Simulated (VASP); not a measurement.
Wanted: the native input for a VASP 6.6.1 run.

| Item | Value |
| --- | --- |
| Task | relaxation of cell and atoms |
| Functional | PBEsol |
| Potentials or basis | VASP PAW PBE potentials, release 64 (Si, Ni) |
| Cutoff | 600 eV |
| k mesh | 12 × 12 × 8 |
| Occupations | methfessel-paxton, width 0.1 eV |
| Spin | no spin polarisation |
| Further INCAR settings | ALGO = Normal; EDIFF = 1e-07; IBRION = 2; EDIFFG = -0.005; NSW = 90; ISIF = 3 |

The structure of SiNi lies in POSCAR:

```
SiNi                                    
1.0
    2.9459301299      0.0000000000      0.0000000000
    0.0000000000      3.2792721348      0.0000000000
    0.0000000000      0.0000000000      4.6789440725
  Si              Ni            
     2     2
Direct
     0.0000000000000000    0.0000000000000000    0.1576327245884700
     0.5000000000000000    0.5000000000000000    0.8423672754115301
     0.0000000000000000    0.0000000000000000    0.6567621973688427
     0.5000000000000000    0.5000000000000000    0.3432378026311573
```

The cell is a database's computed one.

The input as run:

INCAR

```
PREC     = Accurate       # precision mode
ENCUT    = 600            # plane-wave cutoff, eV
EDIFF    = 1E-7           # SCF threshold, eV
ISMEAR   = 1              # smearing method
SIGMA    = 0.1            # smearing width, eV
LREAL    = F              # projectors in reciprocal space
LASPH    = T              # aspherical terms in the spheres
NELM     = 80             # most SCF steps
ALGO     = Normal         # electronic algorithm
ISIF     = 3              # what is computed and relaxed
LWAVE    = F              # write WAVECAR
LCHARG   = F              # write CHGCAR
GGA      = PS             # functional
IBRION   = 2              # ionic algorithm
NSW      = 90             # ionic steps
EDIFFG   = -0.005         # ionic threshold
KPAR     = 2
```

KPOINTS

```
Automatic mesh
0
Gamma
  12 12 8
```

Potentials or basis: VASP PAW PBE potentials, release 64 (Si, Ni).

Launch:

```console
$ cat potpaw_PBE.64/Si/POTCAR potpaw_PBE.64/Ni/POTCAR > POTCAR
$ mpirun -np 2 vasp_std > vasp.out
```

Results of the run:

```yaml
Relaxed_volume: 11.30 Å³/atom
Relaxed_cell: a = 2.950 Å, b = 3.277 Å, c = 4.677 Å, α = 90.00°, β = 90.00°, γ = 90.00°
Space_group_after_relaxing_to_0.05_Å: Pmmn (No. 59)
Energy_gained_by_relaxing: 0.0 meV/atom
Ionic_steps: 6
Pressure_after_relaxing: 0.0 GPa
Largest_force_after_relaxing: 0.003 eV/Å
Band_gap_on_the_k_mesh: none (metal or under the smearing width)
```

Caveat: the PAW data sets were made with another functional, which shifts forces and pressure a little.

It took 110 s on 2 MPI ranks on Intel(R) Xeon(R) 6975P-C (Granite Rapids), on a shared host, peak memory 0.34 GiB a rank.
